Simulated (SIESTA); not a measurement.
The system is TaSi2.

```xyz
9
Lattice="4.7800 0.0000 0.0000 -2.3900 4.1396 0.0000 0.0000 0.0000 6.5640" Properties=species:S:1:pos:R:3 pbc="T T T"
Ta   -1.1950    2.0698    1.0940
Ta    1.1950    2.0698    5.4700
Ta    2.3900    0.0000    3.2820
Si    1.1949    0.6899    1.0940
Si   -1.1951    3.4497    5.4700
Si    2.3900    2.7599    3.2820
Si    1.1951    3.4497    1.0940
Si    3.5851    0.6899    5.4700
Si    0.0000    1.3797    3.2820
```

```yaml
Program: SIESTA 5.4.2
Task: single point
Functional: PBE
Potentials_or_basis: PseudoDojo 0.4 standard (PBE files)
Basis: DZP (energy shift 0.003 Ry; two zetas on semicore shells)
Grid_cutoff: 800 Ry
Energy_shift: 0.003 Ry
k_mesh: 7 × 7 × 4
Occupations: fermi-dirac, width 0.05 eV
Spin: no spin polarisation
```

On this cell: pressure 3.7 GPa; largest force 0.825 eV/Å; band gap on the k mesh none (metal or under the smearing width).

The same run follows on a disturbed copy (atoms moved at random, drawn with an rms of 0.05 Å):

```
Ta Si
1.0
     4.78000    0.00000    0.00000
    -2.39000    4.13960    0.00000
     0.00000    0.00000    6.56400
Ta Si
3 6
Direct
  0.99941 0.49896 0.16585
  0.49042 0.50134 0.83010
  0.50910 0.99530 0.50026
  0.34901 0.17613 0.16807
  0.17487 0.83739 0.83704
  0.82396 0.65499 0.49773
  0.65742 0.82805 0.17320
  0.84080 0.16120 0.83140
  0.16132 0.32866 0.49610
```

Question: What changes?

Answer: The energy (extrapolated to zero smearing) moves by +23.9 meV/atom; pressure 4.5 GPa; largest force 1.464 eV/Å; band gap on the k mesh none (metal or under the smearing width).

Forces on the atoms (eV/Å):
```
Ta   0.191  0.003 -0.134
Ta   0.983 -0.027  0.373
Ta  -1.219  0.027  0.264
Si  -1.051 -0.721 -0.059
Si  -1.091  0.365 -0.292
Si   0.367  1.071  0.238
Si   1.159  0.400 -0.801
Si   0.425 -0.250  0.291
Si   0.237 -0.869  0.120
```

Stress tensor (GPa, compression positive):
```
 3.74 -0.16 -0.28
-0.16  3.07  0.17
-0.28  0.17  6.59
```

Caveats: short orbitals over semicore shells can move pressures by several GPa; the cell's inner coordinates are idealised or old, which leaves forces on the atoms; the basis of atomic orbitals isn't converged, which shifts pressures, moduli and gaps.
